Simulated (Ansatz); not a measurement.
Contact densities of ZnS against volume

```
CELL_PARAMETERS angstrom
3.81100 0.00000 0.00000
-1.90550 3.30042 0.00000
0.00000 0.00000 6.23400
ATOMIC_POSITIONS crystal
Zn 0.33333 0.66667 0.00000
Zn 0.66667 0.33333 0.50000
S 0.33333 0.66667 0.38500
S 0.66667 0.33333 0.88500
```

Atoms are numbered in the order listed.

The cell is COD entry 9008878, as deposited and not checked against the literature; nothing was relaxed. It differs from other determinations.

Computed with DFT, PBEsol, all-electron PAW with datasets made for the crystal, scalar-relativistic in Ansatz 0.2.0.

Settings: a Γ-centred 8×8×5 k mesh, Fermi–Dirac smearing of 0.03 eV, cutoff 300 eV (chosen by the program for this cell), no spin polarisation.

The contact density is the mean electron density over the nuclear volume; its changes set Mössbauer isomer shifts. Changes below are taken from the unscaled cell, where it is 166337 e/Å³ at Zn1, 19716 e/Å³ at S3.

Volumes at which the program chose other datasets or cutoffs are left out.

The datasets are made afresh for each cell, so very small changes are uncertain.

Q: Does compression raise or lower the contact density at Zn1?

A: It raises it, by 1.72 e/Å³ over the whole range.

Q: Tabulate the changes with volume.

A: 
```json
{"V/V(cell)": "0.9400", "P (GPa)": "3.9", "Δρ(0) Zn1 (e/Å³)": "1.72", "Δρ(0) S3 (e/Å³)": "-0.73"}
{"V/V(cell)": "0.9600", "P (GPa)": "2.0", "Δρ(0) Zn1 (e/Å³)": "1.10", "Δρ(0) S3 (e/Å³)": "-0.49"}
{"V/V(cell)": "0.9800", "P (GPa)": "0.2", "Δρ(0) Zn1 (e/Å³)": "0.53", "Δρ(0) S3 (e/Å³)": "-0.24"}
{"V/V(cell)": "0.9900", "P (GPa)": "-0.5", "Δρ(0) Zn1 (e/Å³)": "0.26", "Δρ(0) S3 (e/Å³)": "-0.12"}
{"V/V(cell)": "1.0000", "P (GPa)": "-1.3", "Δρ(0) Zn1 (e/Å³)": "0.00", "Δρ(0) S3 (e/Å³)": "0.00"}
```
